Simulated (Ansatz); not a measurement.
input.yaml (Ansatz)

```yaml
crystal:
  lattice:
    - [1.925047722, 0.0, 0.0]
    - [0.0, 1.925047722, 0.0]
    - [0.0, 0.0, 1.925047722]
  atoms:
    - { symbol: B, position: [0.0, 0.0, 0.0] }
hamiltonian:
  xc: pbesol
  pseudopotentials:
    kind: paw
    azcp:
      B: "pseudopotentials/B.paw.azcp"
basis:
  ecutwfc: 420
  fft_grid_basis: typed
kpoints:
  mp_grid: { grid: [19, 19, 19], shift: [0, 0, 0] }
magnetization:
  spin_polarized: false
scf:
  occupations: { method: fermi_dirac, width: 0.1 }
  lower_state_search: "off"
output:
  stress: true
  write_density: true
  write_potential: true
  elf: true
  volumetric_format: npy
```

Output

```
Warning: the record states the generating functional pbe (its physics header spells it `PBE`), which answers neither for hamiltonian.xc's functional nor for the pbesol family's — results may be inconsistent (PPs are generated against a specific XC)
Engine: ansatz 0.2.0, aarch64-unknown-linux-gnu
Pseudopotentials: kind: paw
Pseudopotential: B, paw, valence charge 3, recommended cutoff 420 eV (normal) 
Functional definition: PBEsol
  exchange = pbesol_x
  correlation = pbesol_c
Crystal: 1 atoms, lattice volume = 7.134 Å³
Basis set: ecut = 420 eV, 147 PW (Γ)
Bands: 6, of which v1, the nominal top of the filled ones, is band 2 counted from 1 (1 counted from 0)
Symmetry: 48 space group operations
Space group: Pm-3m (ITA 221), of the structure as read, at distance tolerance 1.9e-5 Å
k-points: 220 of 6859
Non-local potential: B, projectors of the file, l = 0: 2, l = 1: 2, l = 2: 1
PAW form: soft (Blöchl's): semilocal exchange-correlation on the pseudo side does not see the compensation charge
PAW frozen core: B, regenerated for the run's functional, and the local potential with it (the file was generated under x = pbe(κ = 0.804, μ = 0.2195149727645171), c = pbe(β = 0.06672455060314922))
PAW one-centre angular grid: B, 110 points (default); XC on 64 Gauss nodes
Initial density: superposition of atomic densities (neutral atoms: chi_scale 0, normalization atom), corrected by the library's trained network
Initial wavefunctions: pseudopotential atomic-orbital guess
Functional: x = pbesol(κ = 0.804, μ = 0.12345679012345678), c = pbesol(β = 0.046)
SCF iter   1: F=—  HF=-151.588768 eV  |F-HF|=—  |Δ(HF+E_count)|=         —  Δρ=2.85e-3  dr2=2.67e-4  ethr=1.77e-3  ⟨swp⟩=4.4  Hψ=9895  notcnv=0
SCF iter   2: F=—  HF=-151.588630 eV  |F-HF|=—  |Δ(HF+E_count)|=   1.39e-4  Δρ=1.42e-3  dr2=6.60e-5  ethr=8.91e-6  ⟨swp⟩=1.0  Hψ=3080  notcnv=0
SCF iter   3: F=—  HF=-151.588620 eV  |F-HF|=—  |Δ(HF+E_count)|=   9.59e-6  Δρ=1.60e-4  dr2=1.52e-6  ethr=2.20e-6  ⟨swp⟩=1.9  Hψ=1615  notcnv=0
SCF iter   4: F=—  HF=-151.588619 eV  |F-HF|=—  |Δ(HF+E_count)|=   4.73e-7  Δρ=8.84e-5  dr2=4.47e-7  ethr=5.06e-8  ⟨swp⟩=1.0  Hψ=1332  notcnv=0
iter 5 did not close the SCF: its close was put off for the readings that it lacked (scf_convergence_deferred on its scf_iter line)
SCF iter   5: F=-151.588619 eV  HF=-151.588619 eV  |F-HF|=1.61e-10  |Δ(HF+E_count)|=   1.35e-7  Δρ=5.16e-6  dr2=9.48e-10  ethr=1.49e-8  ⟨swp⟩=1.8  Hψ=1561  notcnv=0
SCF iter   6: F=-151.588619 eV  HF=-151.588619 eV  |F-HF|=8.27e-11  |Δ(HF+E_count)|=  5.68e-13  Δρ=1.91e-6  dr2=2.08e-10  ethr=3.16e-11  ⟨swp⟩=4.4  Hψ=4842  notcnv=0
SCF 1 converged in 6 iterations: F = -151.588619 eV  dr2 = 2.08e-10
SCF converged after 6 iterations
Free energy (F): -151.588619 eV
Harris-Foulkes:  -151.588619 eV  (|F-HF|=8.27e-11)
Internal energy: -151.578566 eV  (E = F + TS)
E sigma→0 (E₀):  -151.583593 eV
Entropy (-TS):   -0.010053 eV (-10.053 meV/atom)
Fermi energy:    9.646726 eV
--- Per-component energies (eV) ---
  E_band       = 11.852994
  E_kinetic    = 45.290591
  E_local      = -8.066304  (includes V_loc(G=0)·N_el)
  E_nonlocal   = 12.103732
  E_hartree    = 1.069128
  E_xc         = -31.202554
  E_vxc        = -37.103604  (∫ρ·V_xc dr)
  E_paw        = -75.282521  (= ΣΔE_a)
  E_vpaw       = -2.509704  (= ΣTr[D̂ρ^β])
  E_aug_tail   = -0.000003  (compensation charges beyond the density's cutoff)
  E_ewald      = -95.505347
  E_core_change = 0.014711  (= ΣΔE_core)
  E_smearing   = -0.010053  (= −TS)
  E_closure    = 0.000000  (closes the sum)
  Σ components = -151.588619   (vs F -151.588619, Δ=0.00e0)
--- Stress (GPa, compression-positive) ---
      -16.014774      -0.000000       0.000000
        0.000000     -16.014774      -0.000000
       -0.000000      -0.000000     -16.014774
  P = ⅓ Tr σ = -16.0148 GPa (-160.148 kbar)
--- Band table (eV; the first three rows and the last of 220) ---
  k-point 0: bands = ["-5.5860", "22.5311", "22.5311", "22.5311", "32.8538", "32.8538"]
  k-point 1: bands = ["-5.4949", "21.6103", "22.6057", "22.6057", "32.9587", "33.8669"]
  k-point 2: bands = ["-5.2219", "19.5208", "22.8263", "22.8263", "33.2728", "36.1798"]
  k-point 219: bands = ["12.5318", "12.8491", "12.8491", "25.4019", "25.8835", "25.8835"]
```

Command:

```sh
ansatz run input.yaml --threads 2 --pin off --max-ram 5120MiB --backend cpu --events-out ev --progress --plain --runs-dir out
```

On 2 threads of Arm Neoverse V2 (shared host) this took about 0.63 s of wall time and 1.1 s of CPU time.
